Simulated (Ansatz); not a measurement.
## What a change of settings does to a run on As

The structure is an experimental refinement, used without relaxation.

First run: DFT, LDA, all-electron LAPW, scalar-relativistic (Ansatz 0.2.0).

Command: `ansatz run input.yaml --threads 1 --pin off --max-ram 2048MiB --backend cpu --events-out ev --progress --plain --runs-dir out` The run took 59 s on 1 thread of Arm Neoverse V1, on a shared host.

```yaml
crystal:
  lattice:
    - [1.8797494575, 1.0852738553, 3.48577]
    - [-1.8797494575, 1.0852738553, 3.48577]
    - [0.0, -2.1705477106, 3.48577]
  atoms:
    - { symbol: As, position: [0.22754, 0.22754, 0.22754] }
    - { symbol: As, position: [0.77246, 0.77246, 0.77246] }
kpoints:
  mp_grid: { grid: [13, 13, 13] }
  band_path:
    path:
      - [0.0, 0.0, 0.0]
      - [0.5, 0.5, 0.5]
      - [0.768709909, 0.231290091, 0.5]
      - [0.5, -0.231290091, 0.231290091]
      - [0.5, 0.0, 0.0]
      - [0.0, 0.0, 0.0]
      - [0.3656450455, -0.3656450455, 0.0]
      - [0.6343549545, 0.0, 0.3656450455]
      - [0.5, 0.0, 0.5]
    npoints: 5
scf:
  occupations: { method: fermi_dirac, width: 0.05 }
hamiltonian:
  xc: lda
  pseudopotentials: { kind: all_electron, lapw: { basis_error: 0.001 } }
output:
  forces: true
  stress: true
  eigenvalues: true
```

Result: converged; pressure -1.50 GPa; largest force 0.069 eV/Å; no gap on the k mesh; 7 SCF iterations.

The input is then changed:

```diff
@@ -8,5 +8,5 @@
     - { symbol: As, position: [0.77246, 0.77246, 0.77246] }
 kpoints:
-  mp_grid: { grid: [13, 13, 13] }
+  mp_grid: { grid: [10, 10, 10] }
   band_path:
     path:
@@ -23,4 +23,5 @@
 scf:
   occupations: { method: fermi_dirac, width: 0.05 }
+  n_extra_bands: 2
 hamiltonian:
   xc: lda
@@ -30,3 +31,5 @@
   stress: true
   eigenvalues: true
+basis:
+  xc_grid: 3
```

(1) What does the second run give?

Results:

(1) It converged; energy at zero smearing -2.1 meV/atom from the first run; pressure -1.55 GPa; largest force 0.071 eV/Å; no gap on the k mesh; 9 SCF iterations. Some of these settings are too coarse for converged properties.
